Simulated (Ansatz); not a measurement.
NiO:

```xyz
2
Lattice="0.0000 2.0859 2.0859 2.0859 0.0000 2.0859 2.0859 2.0859 0.0000" Properties=species:S:1:pos:R:3 pbc="T T T"
Ni    0.0000    0.0000    0.0000
O     2.0859    2.0859    2.0859
```

Program: Ansatz 0.2.0. Alike in all runs: task band structure; potentials or basis Ansatz PAW; spin collinear, ferromagnetic start; cell as given; k mesh 6 × 6 × 6; smearing fermi-dirac 0.05 eV; the mesh is coarse, so values aren't converged.

Task: Order these runs on this cell by their pressure, lowest first.
A. level HF; cutoff (eV) 420
B. level r2SCAN50; cutoff (eV) 500
C. level HSEsol; cutoff (eV) 420

Result: C (-3.8 GPa), B (-1.9 GPa), A (14.1 GPa).

Caveats: all runs use coarse meshes; the magnetic or orbital state may not be the lowest; a cell with one magnetic atom can't hold antiferromagnetic order, which such compounds often take; the PAW data sets come from PBE, with cores solved anew for the run's functional, which leaves a small shift of forces and pressure; the thresholds are loose for stress.
